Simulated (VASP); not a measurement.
# MgO (P6_3mc) in VASP: further runs, part 2 of 2

VASP 6.6.1.

### 3 Band structure, r2SCAN

Contents of INCAR:

```
  ALGO = Normal
  EDIFF = 1E-7
  ENCUT = 520
  ISIF = 2
  ISMEAR = 0
  LASPH = T
  LCHARG = F
  LMIXTAU = T
  LREAL = F
  LWAVE = F
  METAGGA = R2SCAN
  NBANDS = 16
  NELM = 60
  PREC = Accurate
  SIGMA = 0.02
```

Contents of KPOINTS:

```
k-points
0
Gamma
  9 9 6
```

Contents of POSCAR:

```
MgO
1.0
    3.3004900000      0.0000000000      0.0000000000
   -1.6502500000      2.8583100000      0.0000000000
    0.0000000000      0.0000000000      5.0086300000
Mg O
2 2
Direct
    0.3333300000      0.6666700000      0.0034600000
    0.6666700000      0.3333300000      0.5034600000
    0.3333300000      0.6666700000      0.4011400000
    0.6666700000      0.3333300000      0.9011400000
```

Contents of KPOINTS_OPT:

```
path GMKGALHA,LM,KH
20
line-mode
reciprocal
 0.0000000000  0.0000000000  0.0000000000  G
 0.5000000000  0.0000000000  0.0000000000  M

 0.5000000000  0.0000000000  0.0000000000  M
 0.3333333333  0.3333333333  0.0000000000  K

 0.3333333333  0.3333333333  0.0000000000  K
 0.0000000000  0.0000000000  0.0000000000  G

 0.0000000000  0.0000000000  0.0000000000  G
 0.0000000000  0.0000000000  0.5000000000  A

 0.0000000000  0.0000000000  0.5000000000  A
 0.5000000000  0.0000000000  0.5000000000  L

 0.5000000000  0.0000000000  0.5000000000  L
 0.3333333333  0.3333333333  0.5000000000  H

 0.3333333333  0.3333333333  0.5000000000  H
 0.0000000000  0.0000000000  0.5000000000  A

 0.5000000000  0.0000000000  0.5000000000  L
 0.5000000000  0.0000000000  0.0000000000  M

 0.3333333333  0.3333333333  0.0000000000  K
 0.3333333333  0.3333333333  0.5000000000  H
```

Potentials or basis: VASP PAW PBE potentials, release 64 (Mg, O).

Started as:

```console
> cat potpaw_PBE.64/Mg/POTCAR potpaw_PBE.64/O/POTCAR > POTCAR
> mpirun -np 1 vasp_std > vasp.out
```

Run time: 7.6 min. Hardware: 1 thread of AMD EPYC 9R45 (Zen 5), shared host; peak memory 0.22 GiB.

Results (log left out):

```
Free energy             : -31.8544 eV
Pressure                : -1.1 GPa
Largest force           : 0.017 eV/Å
Band gap on the k mesh  : 4.16 eV, direct
Band gap along the path : 4.16 eV, direct
```

Forces on the atoms (eV/Å):
```
Mg   0.000  0.000  0.017
Mg   0.000  0.000  0.017
O    0.000  0.000 -0.017
O    0.000  0.000 -0.017
```

Stress tensor (GPa, compression positive):
```
-1.18  0.00  0.00
 0.00 -1.17  0.00
 0.00  0.00 -0.85
```

Levels at the corners of the path, in eV from the valence-band top:
```csv
point,band 6,band 7,band 8,band 9,band 10,band 11
Γ,-0.42,-0.42,0.00,4.16,9.39,11.17
M,-1.29,-0.81,-0.50,8.52,8.83,10.08
M,-1.29,-0.81,-0.50,8.52,8.83,10.08
K,-1.31,-1.19,-1.19,9.05,9.06,11.09
K,-1.31,-1.19,-1.19,9.05,9.06,11.09
Γ,-0.42,-0.42,0.00,4.16,9.39,11.17
Γ,-0.42,-0.42,0.00,4.16,9.39,11.17
A,-0.59,-0.59,-0.59,6.68,6.68,14.19
A,-0.59,-0.59,-0.59,6.68,6.68,14.19
L,-0.92,-0.71,-0.71,8.11,8.11,11.76
L,-0.92,-0.71,-0.71,8.11,8.11,11.76
H,-2.10,-0.38,-0.38,9.22,9.22,10.81
H,-2.10,-0.38,-0.38,9.22,9.22,10.81
A,-0.59,-0.59,-0.59,6.68,6.68,14.19
L,-0.92,-0.71,-0.71,8.11,8.11,11.76
M,-1.29,-0.81,-0.50,8.52,8.83,10.08
K,-1.31,-1.19,-1.19,9.05,9.06,11.09
H,-2.10,-0.38,-0.38,9.22,9.22,10.81
```

Caveat: the PAW data sets were made with another functional, which shifts forces and pressure a little. r2SCAN opens gaps a little over a GGA but as a rule still falls short of measured ones.

### 4 Band structure, TB-mBJ

POSCAR is that of step 3.

Contents of INCAR.step1:

```
  ALGO = Normal
  EDIFF = 1E-5
  ENCUT = 520
  GGA = PE
  ISIF = 2
  ISMEAR = 0
  LASPH = T
  LCHARG = F
  LREAL = F
  LWAVE = T
  NBANDS = 16
  NELM = 60
  PREC = Accurate
  SIGMA = 0.02
```

Contents of INCAR.step2:

```
  ALGO = Normal
  EDIFF = 1E-7
  ENCUT = 520
  ISIF = 2
  ISMEAR = 0
  ISTART = 1
  LASPH = T
  LCHARG = F
  LREAL = F
  LWAVE = F
  METAGGA = MBJ
  NBANDS = 16
  NELM = 60
  PREC = Accurate
  SIGMA = 0.02
```

KPOINTS is that of step 3.

KPOINTS_OPT is that of step 3.

Started as:

```console
> cat potpaw_PBE.64/Mg/POTCAR potpaw_PBE.64/O/POTCAR > POTCAR
> cp INCAR.step1 INCAR
> mpirun -np 1 vasp_std > vasp.out
> cp INCAR.step2 INCAR
> mpirun -np 1 vasp_std > vasp.out
```

It took 5.2 min on 1 thread of AMD EPYC 9R45 (Zen 5), shared host; peak memory 0.23 GiB.

Results (log left out):

```
Band gap on the k mesh  : 5.71 eV, direct
Band gap along the path : 5.71 eV, direct
```

Levels at the corners of the path, in eV from the valence-band top:
```csv
point,band 4,band 5,band 6,band 7,band 8,band 9,band 10,band 11,band 12,band 13
Γ,-0.69,-0.69,-0.39,-0.39,0.00,5.71,10.78,12.73,16.40,16.40
M,-1.83,-1.46,-1.12,-0.66,-0.46,10.09,10.43,11.56,13.11,15.25
M,-1.83,-1.46,-1.12,-0.66,-0.46,10.09,10.43,11.56,13.11,15.25
K,-1.61,-1.61,-1.11,-1.01,-1.01,10.59,10.95,12.40,12.40,15.44
K,-1.61,-1.61,-1.11,-1.01,-1.01,10.59,10.95,12.40,12.40,15.44
Γ,-0.69,-0.69,-0.39,-0.39,0.00,5.71,10.78,12.73,16.40,16.40
Γ,-0.69,-0.69,-0.39,-0.39,0.00,5.71,10.78,12.73,16.40,16.40
A,-1.59,-0.54,-0.54,-0.54,-0.54,8.04,8.04,15.64,15.64,16.83
A,-1.59,-0.54,-0.54,-0.54,-0.54,8.04,8.04,15.64,15.64,16.83
L,-2.58,-0.81,-0.81,-0.60,-0.60,9.75,9.75,13.14,13.14,15.88
L,-2.58,-0.81,-0.81,-0.60,-0.60,9.75,9.75,13.14,13.14,15.88
H,-2.18,-1.71,-1.71,-0.35,-0.35,10.87,10.87,12.18,12.18,15.15
H,-2.18,-1.71,-1.71,-0.35,-0.35,10.87,10.87,12.18,12.18,15.15
A,-1.59,-0.54,-0.54,-0.54,-0.54,8.04,8.04,15.64,15.64,16.83
L,-2.58,-0.81,-0.81,-0.60,-0.60,9.75,9.75,13.14,13.14,15.88
M,-1.83,-1.46,-1.12,-0.66,-0.46,10.09,10.43,11.56,13.11,15.25
K,-1.61,-1.61,-1.11,-1.01,-1.01,10.59,10.95,12.40,12.40,15.44
H,-2.18,-1.71,-1.71,-0.35,-0.35,10.87,10.87,12.18,12.18,15.15
```

Caveat: the PAW data sets were made with another functional, which shifts forces and pressure a little.

### 5 Overview

```tsv
level	gap on the mesh (eV)
PBEsol	3.37
r2SCAN	4.16
TB-mBJ	5.71
```

Alike in all rows: task band structure; potentials or basis VASP PAW PBE potentials, release 64 (Mg, O); no spin polarisation; cell as given; k mesh 9 × 9 × 6; cutoff (eV) 520; smearing gaussian 0.02 eV.

On the cell as given the gap runs from 3.37 eV (PBEsol) to 5.71 eV (TB-mBJ).

Caveats: the PAW data sets were made with another functional, which shifts forces and pressure a little.

Total energies depend on the potentials used, so only differences within one code and one set of settings carry meaning.
